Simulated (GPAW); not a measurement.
# ZnS (Wurtzite-2H) (P6_3mc) in GPAW: further runs

One crystal, ZnS (Wurtzite-2H), is run at these levels: PBE, LDA; tasks: dielectric tensor.

Everything below comes from runs of GPAW 26.7.0. Logs are shortened: lines on timing, memory, paths and dates and some standing lists are left out, and cuts for length are marked. The log counts tension as positive stress, the text compression.

## (1) The crystal as given

It takes space group P6_3mc (No. 186, hexagonal). The conventional cell has a = 3.785 Å, b = 3.785 Å, c = 6.192 Å, α = 90.00°, β = 90.00°, γ = 120.00°. Around Zn (site symmetry 3m) lie 4 S at 2.30 to 2.38 Å. S (site symmetry 3m) is surrounded by 4 Zn at 2.30 to 2.38 Å.

## (2) Dielectric tensor, PBE

Input file run.py:

```python
import numpy as np
from ase import Atoms
from ase.dft.bandgap import bandgap
from ase.io import write
from gpaw import GPAW, PW
from gpaw.response.df import DielectricFunction

atoms = Atoms(['Zn', 'Zn', 'S', 'S'],
              cell=[[3.7854220481, 0.0, 0.0],
                    [-1.8927110241, 3.2782716577, 0.0],
                    [0.0, 0.0, 6.1921598132]],
              scaled_positions=[[0.6666666667, 0.3333333333, 0.5],
                                [0.3333333333, 0.6666666667, 0.0],
                                [0.6666666667, 0.3333333333, 0.885],
                                [0.3333333333, 0.6666666667, 0.385]],
              pbc=True)

calc = GPAW(mode=PW(400),
            xc='PBE',
            kpts={'size': (7, 7, 4), 'gamma': True},
            occupations={'name': 'fermi-dirac', 'width': 0.001},
            nbands=31,
            convergence={'density': 1e-06},
            maxiter=150,
            txt='gpaw.txt')
atoms.calc = calc
energy = atoms.get_potential_energy()
calc.write('gs.gpw')
write('result.traj', atoms)
print(f'Energy: {energy:.6f} eV')
print('Fermi level:', round(calc.get_fermi_level(), 4), 'eV')
print(f'Gap: {bandgap(calc)[0]:.4f} eV, direct: {bandgap(calc, direct=True)[0]:.4f} eV')

for size in [(10, 10, 6)]:
    name = 'x'.join(str(n) for n in size)
    dense = calc.fixed_density(kpts={'size': size, 'gamma': True},
                               nbands=64, convergence={'bands': 58, 'eigenstates': 1e-7},
                               update_fermi_level=True, txt=f'dense-{name}.txt')
    dense.write(f'{name}.gpw', mode='all')
    df = DielectricFunction(f'{name}.gpw', frequencies=np.array([0.0]), hilbert=False, eta=0.001,
                            ecut=80, nbands=58, intraband=False, txt=f'df-{name}.txt')
    for xc in ['RPA']:
        for direction in ['x', 'y', 'z', [0, 1, 1], [1, 0, 1], [1, 1, 0]]:
            e0, e = df.get_macroscopic_dielectric_constant(xc=xc, direction=direction)
            print(f'{name} {xc} {direction}: {e0:.4f} without, {e:.4f} with local fields')
```

Potentials or basis: GPAW PAW data sets (gpaw-data 1.2.1), pw.

Command:

```
$ OMP_NUM_THREADS=1 python run.py
```

gpaw.txt:

```text
__  _  _
 | _ |_)|_||  |
 |__||  | ||/\| - 26.7.0

Input parameters:
  mode=PW(ecut=400.0),
  convergence={'density': 1e-06},
  kpts=MonkhorstPack(size=(7, 7, 4), gamma=True),
  maxiter=150,
  nbands=31,
  occupations=Occupations(name='fermi-dirac', width=0.001),
  xc=XC(name='PBE')

Diagonalizing LCAO Hamiltonian
Converting LCAO to pw mode

           S

           Zn
        S

        Zn

Atoms  # Å, Bohr magnetons
|   | symbol |         x |        y |        z |    initial magnetic moments |
|---|--------|-----------|----------|----------|-----------------------------|
| 0 |     Zn |  1.892711 | 1.092757 | 3.096080 | ( 0.0000,  0.0000,  0.0000) |
| 1 |     Zn | -0.000000 | 2.185514 | 0.000000 | ( 0.0000,  0.0000,  0.0000) |
| 2 |      S |  1.892711 | 1.092757 | 5.480061 | ( 0.0000,  0.0000,  0.0000) |
| 3 |      S | -0.000000 | 2.185514 | 2.383982 | ( 0.0000,  0.0000,  0.0000) |

Unit cell  # Å
| periodic |         x |        y |        z |  lengths |     angles |
|----------|-----------|----------|----------|----------|------------|
|      yes |  3.785422 | 0.000000 | 0.000000 | 3.785422 |  90.000000 |
|      yes | -1.892711 | 3.278272 | 0.000000 | 3.785422 |  90.000000 |
|      yes |  0.000000 | 0.000000 | 6.192160 | 6.192160 | 120.000000 |

Number of symmetries: 6
Symmetry operations  # r_c * U_cc + t_c -> r_c
|   | kind |            matrix            |
|---|------|------------------------------|
| 0 |  σ   |  1, 1, 0,  0,-1, 0,  0, 0, 1 |
| 1 |  E   |  1, 0, 0,  0, 1, 0,  0, 0, 1 |
| 2 |  C3  |  0, 1, 0, -1,-1, 0,  0, 0, 1 |
| 3 |  σ   |  0,-1, 0, -1, 0, 0,  0, 0, 1 |
| 4 |  σ   | -1, 0, 0,  1, 1, 0,  0, 0, 1 |
| 5 |  C3  | -1,-1, 0,  1, 0, 0,  0, 0, 1 |

BZ-sampling:
  Number of BZ points: 196
  Number of IBZ points: 28

  Monkhorst-Pack size: [7, 7, 4]
  Monkhorst-Pack shift: [0.0, 0.0, 0.125]

K-points  # in reciprocal-cell coordinates
|     |                                coordinates |     weight |
|-----|--------------------------------------------|------------|
|   0 | (  0.00000000,   0.00000000,   0.00000000) | 0.00510204 |
|   1 | (  0.00000000,   0.00000000,   0.25000000) | 0.01020408 |
|   2 | (  0.00000000,   0.00000000,   0.50000000) | 0.00510204 |
|   3 | (  0.14285714,   0.00000000,  -0.25000000) | 0.03061224 |
|   4 | (  0.14285714,   0.00000000,   0.00000000) | 0.03061224 |
|   5 | (  0.14285714,   0.00000000,   0.25000000) | 0.03061224 |
|   6 | (  0.14285714,   0.00000000,   0.50000000) | 0.03061224 |
|   7 | (  0.28571429,  -0.14285714,   0.00000000) | 0.03061224 |
|   8 | (  0.28571429,  -0.14285714,   0.25000000) | 0.06122449 |
|   9 | (  0.28571429,  -0.14285714,   0.50000000) | 0.03061224 |
| ... |                                            |            |
|  27 | (  0.42857143,   0.42857143,   0.50000000) | 0.03061224 |

Plane wave coefficients: 1410
Cutoff: 400.0 eV

Spin-components: 1 (collinear spins)
Bands:           31
Projectors:      22
Spin-degeneracy: 2
Datatype:        complex128

Parallelization:
  kpt:    1
  domain: 1
  band:   1

Density:
  Valence electrons: 36.0
  Components: 1
  Grid points: [18 18 30]
  Charge: 0.0  # |e|

Potential:
  Grid points: [18 18 30]

species:
  Zn:
    name:    Zinc
    Z:       30.0
    valence: 12
    core:    18
    charge:  0.0  # [|e|]
    compensation charges:
      type: gauss
      rc: 0.37  # [Å]
      lmax: 2
    cutoffs:
      filter: 2.14  # [Å]
      core: 2.28  # [Å]
    projectors
    | kind |    occ | energy [eV] | rcut [Å] |
    |------|--------|-------------|----------|
    |   4s |  2.000 |      -5.977 |    1.286 |
    |   4p |  0.000 |      -1.117 |    1.270 |
    |   3d | 10.000 |     -10.142 |    1.180 |
    |    s |        |      21.234 |    1.286 |
    |    p |        |      26.095 |    1.270 |
    |    d |        |      17.070 |    1.180 |

    Using partial waves for Zn as LCAO basis

  S:
    name:    Sulfur
    Z:       16.0
    valence: 6
    core:    10
    charge:  0.0  # [|e|]
    compensation charges:
      type: gauss
      rc: 0.24  # [Å]
      lmax: 2
    cutoffs:
      filter: 1.77  # [Å]
      core: 1.66  # [Å]
    projectors
    | kind |    occ | energy [eV] | rcut [Å] |
    |------|--------|-------------|----------|
    |   3s |  2.000 |     -17.254 |    0.974 |
    |   3p |  4.000 |      -7.008 |    0.979 |
    |    s |        |       9.957 |    0.974 |
    |    p |        |      20.203 |    0.979 |
    |    d |        |       0.000 |    0.900 |

    Using partial waves for S as LCAO basis

Reference energy: -119437.893101  # eV

eigensolver:
  PPCG
  Converge bands: occupied
  niter=2

density mixing:
  MSR1-Mixer
  Pratt-step length: 0.05
  Maximum mixing coefficient: 0.75
  Old densities: 10
  SVD Regularization: 0.005
  Good broyden scale: 1.0
  Trust region scale: 1.0
  Backstep threshold: 4.0
  History deletion threshold: 6.0
  Fourier metric: weight=20.0, sigma=0.015

occupation numbers:
  Fermi-Dirac:
    width: 0.0010  # eV

poisson solver:
  ecut: 3200.0  # eV

xc functional:
  name: PBE with 2 nearest neighbor stencil

convergence criteria:
- Maximum integral of absolute [dens]ity change: 1e-06 electrons / valence electron
- Maximum [total energy] change in last 3 cyles: 0.0005 eV / valence electron
- Maximum integral of absolute [eigenst]ate change: 4e-08 eV^2 / valence electron
maximum number of iterations: 150

SCF iterations
|iter     | |      energy | eigst |  dens |
|---------|-|-------------|-------|-------|
|iter:   1| |  -14.407274 | -0.03 |       |
|iter:   2| |  -14.240895 | -1.57 | -1.18 |
|iter:   3| |  -13.666878 | -1.41 | -1.23 |
|iter:   4| |  -13.666556 | -2.61 | -1.79 |
|iter:   5| |  -13.669402c| -3.79 | -2.23 |
|iter:   6| |  -13.669290c| -4.29 | -2.98 |
|iter:   7| |  -13.669332c| -5.21 | -3.51 |
|iter:   8| |  -13.669345c| -6.31 | -3.85 |
|iter:   9| |  -13.669345c| -7.81c| -4.71 |
|iter:  10| |  -13.669345c| -8.67c| -5.13 |
|iter:  11| |  -13.669345c| -8.09c| -5.60 |
|iter:  12| |  -13.669345c| -8.90c| -6.40c|

Converged in 12 steps
Energy contributions relative to reference atoms: (reference = -119437.893101)

Energy contributions:
  Kinetic:          26.450579
  Coulomb:         -22.030159
  Zero:              0.012239
  External:          0.000000
  Xc:              -18.102004
  Entropy:          -0.000000
  Spinorbit:         0.000000
  ----------------------------
  Free energy:     -13.669345
  Extrapolated:    -13.669345

dipole moment: (0.000000, 0.000000, -7.345091)  # |e|*Ang

Fermi level: 4.888
Eigenvalues  # (at kpt = [0.000, 0.000, 0.000])
| band index |      eig [eV] | occ [0-2] |
|------------|---------------|-----------|
|          0 |        -9.290 |     2.000 |
|        ... |               |           |
|         10 |        -1.794 |     2.000 |
|         11 |        -1.641 |     2.000 |
|         12 |        -1.238 |     2.000 |
|         13 |         3.162 |     2.000 |
|         14 |         3.162 |     2.000 |
|         15 |         4.036 |     2.000 |
|         16 |         4.036 |     2.000 |
|         17 |         4.041 |     2.000 |
|         18 |         6.380 |     0.000 |
|         19 |         7.071 |     0.000 |
|         20 |        10.305 |     0.000 |
|         21 |        10.305 |     0.000 |
|         22 |        10.614 |     0.000 |
|         23 |        11.635 |     0.000 |
|         24 |        11.635 |     0.000 |
|         25 |        13.447 |     0.000 |
|        ... |               |           |
|         30 |        16.285 |     0.000 |

Gap: 2.339 eV
Transition (v -> c):
  (s=0, k=0, n=17, [0.00, 0.00, 0.00]) -> (s=0, k=0, n=18, [0.00, 0.00, 0.00])
No difference between direct/indirect transitions
# Writing to gs.gpw (mode='')
```

It took 2.5 min on 1 thread of Intel Xeon at 2.60GHz (Ice Lake), shared host; peak memory 0.44 GiB.

What came out:

```yaml
Free_energy: -13.6693 eV
Band_gap_on_the_k_mesh: 2.34 eV, direct
Electronic_dielectric_tensor_diagonal: 5.49, 5.49, 5.56
```

Electronic dielectric tensor:
```
5.49 0.00 0.00
0.00 5.49 0.00
0.00 0.00 5.56
```

Caveat: the long-wavelength limit can be off by several per cent where d states take part.

## (3) Dielectric tensor, PBE

This run uses another cell than the first one, of 19.60 Å³/atom, 1.020 times its volume.

run.py: that of step 2 with these lines changed.

```diff
@@ -8,5 +8,5 @@
 atoms = Atoms(['Zn', 'Zn', 'S', 'S'],
-              cell=[[3.7854220481, 0.0, 0.0],
-                    [-1.8927110241, 3.2782716577, 0.0],
-                    [0.0, 0.0, 6.1921598132]],
+              cell=[[3.811, 0.0, 0.0],
+                    [-1.9055, 3.3004228138, 0.0],
+                    [0.0, 0.0, 6.234]],
               scaled_positions=[[0.6666666667, 0.3333333333, 0.5],
```

Potentials or basis: GPAW PAW data sets (gpaw-data 1.2.1), pw.

Command:

```
$ OMP_NUM_THREADS=1 python run.py
```

gpaw.txt:

```text
__  _  _
 | _ |_)|_||  |
 |__||  | ||/\| - 26.7.0

Input parameters:
  mode=PW(ecut=400.0),
  convergence={'density': 1e-06},
  kpts=MonkhorstPack(size=(7, 7, 4), gamma=True),
  maxiter=150,
  nbands=31,
  occupations=Occupations(name='fermi-dirac', width=0.001),
  xc=XC(name='PBE')

Diagonalizing LCAO Hamiltonian
Converting LCAO to pw mode

            S

            Zn
        S

        Zn

Atoms  # Å, Bohr magnetons
|   | symbol |         x |        y |        z |    initial magnetic moments |
|---|--------|-----------|----------|----------|-----------------------------|
| 0 |     Zn |  1.905500 | 1.100141 | 3.117000 | ( 0.0000,  0.0000,  0.0000) |
| 1 |     Zn | -0.000000 | 2.200282 | 0.000000 | ( 0.0000,  0.0000,  0.0000) |
| 2 |      S |  1.905500 | 1.100141 | 5.517090 | ( 0.0000,  0.0000,  0.0000) |
| 3 |      S | -0.000000 | 2.200282 | 2.400090 | ( 0.0000,  0.0000,  0.0000) |

Unit cell  # Å
| periodic |         x |        y |        z |  lengths |     angles |
|----------|-----------|----------|----------|----------|------------|
|      yes |  3.811000 | 0.000000 | 0.000000 | 3.811000 |  90.000000 |
|      yes | -1.905500 | 3.300423 | 0.000000 | 3.811000 |  90.000000 |
|      yes |  0.000000 | 0.000000 | 6.234000 | 6.234000 | 120.000000 |

Number of symmetries: 6
Symmetry operations  # r_c * U_cc + t_c -> r_c
|   | kind |            matrix            |
|---|------|------------------------------|
| 0 |  σ   |  1, 1, 0,  0,-1, 0,  0, 0, 1 |
| 1 |  E   |  1, 0, 0,  0, 1, 0,  0, 0, 1 |
| 2 |  C3  |  0, 1, 0, -1,-1, 0,  0, 0, 1 |
| 3 |  σ   |  0,-1, 0, -1, 0, 0,  0, 0, 1 |
| 4 |  σ   | -1, 0, 0,  1, 1, 0,  0, 0, 1 |
| 5 |  C3  | -1,-1, 0,  1, 0, 0,  0, 0, 1 |

BZ-sampling:
  Number of BZ points: 196
  Number of IBZ points: 28

  Monkhorst-Pack size: [7, 7, 4]
  Monkhorst-Pack shift: [0.0, 0.0, 0.125]

K-points  # in reciprocal-cell coordinates
|     |                                coordinates |     weight |
|-----|--------------------------------------------|------------|
|   0 | (  0.00000000,   0.00000000,   0.00000000) | 0.00510204 |
|   1 | (  0.00000000,   0.00000000,   0.25000000) | 0.01020408 |
|   2 | (  0.00000000,   0.00000000,   0.50000000) | 0.00510204 |
|   3 | (  0.14285714,   0.00000000,  -0.25000000) | 0.03061224 |
|   4 | (  0.14285714,   0.00000000,   0.00000000) | 0.03061224 |
|   5 | (  0.14285714,   0.00000000,   0.25000000) | 0.03061224 |
|   6 | (  0.14285714,   0.00000000,   0.50000000) | 0.03061224 |
|   7 | (  0.28571429,  -0.14285714,   0.00000000) | 0.03061224 |
|   8 | (  0.28571429,  -0.14285714,   0.25000000) | 0.06122449 |
|   9 | (  0.28571429,  -0.14285714,   0.50000000) | 0.03061224 |
| ... |                                            |            |
|  27 | (  0.42857143,   0.42857143,   0.50000000) | 0.03061224 |

Plane wave coefficients: 1448
Cutoff: 400.0 eV

Spin-components: 1 (collinear spins)
Bands:           31
Projectors:      22
Spin-degeneracy: 2
Datatype:        complex128

Parallelization:
  kpt:    1
  domain: 1
  band:   1

Density:
  Valence electrons: 36.0
  Components: 1
  Grid points: [18 18 30]
  Charge: 0.0  # |e|

Potential:
  Grid points: [18 18 30]

species:
  Zn:
    name:    Zinc
    Z:       30.0
    valence: 12
    core:    18
    charge:  0.0  # [|e|]
    compensation charges:
      type: gauss
      rc: 0.37  # [Å]
      lmax: 2
    cutoffs:
      filter: 2.14  # [Å]
      core: 2.28  # [Å]
    projectors
    | kind |    occ | energy [eV] | rcut [Å] |
    |------|--------|-------------|----------|
    |   4s |  2.000 |      -5.977 |    1.286 |
    |   4p |  0.000 |      -1.117 |    1.270 |
    |   3d | 10.000 |     -10.142 |    1.180 |
    |    s |        |      21.234 |    1.286 |
    |    p |        |      26.095 |    1.270 |
    |    d |        |      17.070 |    1.180 |

    Using partial waves for Zn as LCAO basis

  S:
    name:    Sulfur
    Z:       16.0
    valence: 6
    core:    10
    charge:  0.0  # [|e|]
    compensation charges:
      type: gauss
      rc: 0.24  # [Å]
      lmax: 2
    cutoffs:
      filter: 1.77  # [Å]
      core: 1.66  # [Å]
    projectors
    | kind |    occ | energy [eV] | rcut [Å] |
    |------|--------|-------------|----------|
    |   3s |  2.000 |     -17.254 |    0.974 |
    |   3p |  4.000 |      -7.008 |    0.979 |
    |    s |        |       9.957 |    0.974 |
    |    p |        |      20.203 |    0.979 |
    |    d |        |       0.000 |    0.900 |

    Using partial waves for S as LCAO basis

Reference energy: -119437.893101  # eV

eigensolver:
  PPCG
  Converge bands: occupied
  niter=2

density mixing:
  MSR1-Mixer
  Pratt-step length: 0.05
  Maximum mixing coefficient: 0.75
  Old densities: 10
  SVD Regularization: 0.005
  Good broyden scale: 1.0
  Trust region scale: 1.0
  Backstep threshold: 4.0
  History deletion threshold: 6.0
  Fourier metric: weight=20.0, sigma=0.015

occupation numbers:
  Fermi-Dirac:
    width: 0.0010  # eV

poisson solver:
  ecut: 3200.0  # eV

xc functional:
  name: PBE with 2 nearest neighbor stencil

convergence criteria:
- Maximum integral of absolute [dens]ity change: 1e-06 electrons / valence electron
- Maximum [total energy] change in last 3 cyles: 0.0005 eV / valence electron
- Maximum integral of absolute [eigenst]ate change: 4e-08 eV^2 / valence electron
maximum number of iterations: 150

SCF iterations
|iter     | |      energy | eigst |  dens |
|---------|-|-------------|-------|-------|
|iter:   1| |  -14.439676 | -0.03 |       |
|iter:   2| |  -14.273689 | -1.56 | -1.18 |
|iter:   3| |  -13.699870 | -1.40 | -1.23 |
|iter:   4| |  -13.699031 | -2.60 | -1.79 |
|iter:   5| |  -13.701704c| -3.77 | -2.23 |
|iter:   6| |  -13.701557c| -4.25 | -2.96 |
|iter:   7| |  -13.701599c| -5.13 | -3.50 |
|iter:   8| |  -13.701610c| -6.26 | -3.85 |
|iter:   9| |  -13.701610c| -7.93c| -4.82 |
|iter:  10| |  -13.701610c| -8.82c| -5.14 |
|iter:  11| |  -13.701610c| -8.38c| -5.62 |
|iter:  12| |  -13.701610c| -9.36c| -6.45c|

Converged in 12 steps
Energy contributions relative to reference atoms: (reference = -119437.893101)

Energy contributions:
  Kinetic:          24.260332
  Coulomb:         -20.382772
  Zero:              0.020039
  External:          0.000000
  Xc:              -17.599209
  Entropy:          -0.000000
  Spinorbit:         0.000000
  ----------------------------
  Free energy:     -13.701610
  Extrapolated:    -13.701610

dipole moment: (0.000000, 0.000000, -7.439968)  # |e|*Ang

Fermi level: 4.615
Eigenvalues  # (at kpt = [0.000, 0.000, 0.000])
| band index |      eig [eV] | occ [0-2] |
|------------|---------------|-----------|
|          0 |        -9.371 |     2.000 |
|        ... |               |           |
|         10 |        -1.962 |     2.000 |
|         11 |        -1.804 |     2.000 |
|         12 |        -1.338 |     2.000 |
|         13 |         2.964 |     2.000 |
|         14 |         2.964 |     2.000 |
|         15 |         3.810 |     2.000 |
|         16 |         3.810 |     2.000 |
|         17 |         3.820 |     2.000 |
|         18 |         6.063 |     0.000 |
|         19 |         6.810 |     0.000 |
|         20 |        10.097 |     0.000 |
|         21 |        10.097 |     0.000 |
|         22 |        10.401 |     0.000 |
|         23 |        11.403 |     0.000 |
|         24 |        11.403 |     0.000 |
|         25 |        13.118 |     0.000 |
|        ... |               |           |
|         30 |        16.056 |     0.000 |

Gap: 2.242 eV
Transition (v -> c):
  (s=0, k=0, n=17, [0.00, 0.00, 0.00]) -> (s=0, k=0, n=18, [0.00, 0.00, 0.00])
No difference between direct/indirect transitions
# Writing to gs.gpw (mode='')
```

It took 2.4 min on 1 thread of Intel Xeon at 2.60GHz (Ice Lake), shared host; peak memory 0.44 GiB.

What came out:

```yaml
Free_energy: -13.7016 eV
Band_gap_on_the_k_mesh: 2.24 eV, direct
Electronic_dielectric_tensor_diagonal: 5.49, 5.49, 5.55
```

Electronic dielectric tensor:
```
5.49 0.00 0.00
0.00 5.49 0.00
0.00 0.00 5.55
```

Caveat: the long-wavelength limit can be off by several per cent where d states take part.

(Continued in part 2 of 2.)
